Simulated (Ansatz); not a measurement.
Input and command of a plane-wave DFT calculation in Ansatz:

```yaml
crystal:
  lattice:
    - [9.05, 0.0, 0.0]
    - [0.0, 9.07, 0.0]
    - [-8.8945853409, 0.0, 11.6089597417]
  atoms:
    - { symbol: Se, position: [0.084, 0.514, 0.763] }
    - { symbol: Se, position: [0.916, 0.014, 0.737] }
    - { symbol: Se, position: [0.916, 0.486, 0.237] }
    - { symbol: Se, position: [0.084, 0.986, 0.263] }
    - { symbol: Se, position: [0.07, 0.336, 0.643] }
    - { symbol: Se, position: [0.93, 0.836, 0.857] }
    - { symbol: Se, position: [0.93, 0.664, 0.357] }
    - { symbol: Se, position: [0.07, 0.164, 0.143] }
    - { symbol: Se, position: [0.782, 0.363, 0.465] }
    - { symbol: Se, position: [0.218, 0.863, 0.035] }
    - { symbol: Se, position: [0.218, 0.637, 0.535] }
    - { symbol: Se, position: [0.782, 0.137, 0.965] }
    - { symbol: Se, position: [0.578, 0.18, 0.444] }
    - { symbol: Se, position: [0.422, 0.68, 0.056] }
    - { symbol: Se, position: [0.422, 0.82, 0.556] }
    - { symbol: Se, position: [0.578, 0.32, 0.944] }
    - { symbol: Se, position: [0.398, 0.314, 0.479] }
    - { symbol: Se, position: [0.602, 0.814, 0.021] }
    - { symbol: Se, position: [0.602, 0.686, 0.521] }
    - { symbol: Se, position: [0.398, 0.186, 0.979] }
    - { symbol: Se, position: [0.516, 0.267, 0.672] }
    - { symbol: Se, position: [0.484, 0.767, 0.828] }
    - { symbol: Se, position: [0.484, 0.733, 0.328] }
    - { symbol: Se, position: [0.516, 0.233, 0.172] }
    - { symbol: Se, position: [0.687, 0.48, 0.771] }
    - { symbol: Se, position: [0.313, 0.98, 0.729] }
    - { symbol: Se, position: [0.313, 0.52, 0.229] }
    - { symbol: Se, position: [0.687, 0.02, 0.271] }
    - { symbol: Se, position: [0.997, 0.403, 0.866] }
    - { symbol: Se, position: [0.003, 0.903, 0.634] }
    - { symbol: Se, position: [0.003, 0.597, 0.134] }
    - { symbol: Se, position: [0.997, 0.097, 0.366] }
basis:
  ecutwfc: 420
kpoints:
  mp_grid: { grid: [4, 2, 2] }
hamiltonian:
  xc: pbe
  dispersion: d3bj
scf:
  occupations: { method: gaussian, width: 0.1 }
output:
  forces: true
  stress: true
  eigenvalues: true
```

```bash
ansatz run input.yaml --threads 8 --pin off --max-ram 16384MiB --backend cpu --events-out ev --progress --plain --runs-dir out
```

Processor: Arm Neoverse V2, 8 threads, on a host shared with other jobs.

Problem. How long does it run, and how much memory does it take?

Solution. About 35 s on 8 threads of Arm Neoverse V2, on a shared host, peak memory 10 GiB. It solves 308 bands at 12 k points (the mesh reduced by the symmetry that the task leaves, which can be less than the crystal's) with about 18629 plane waves, in 8 SCF iterations.
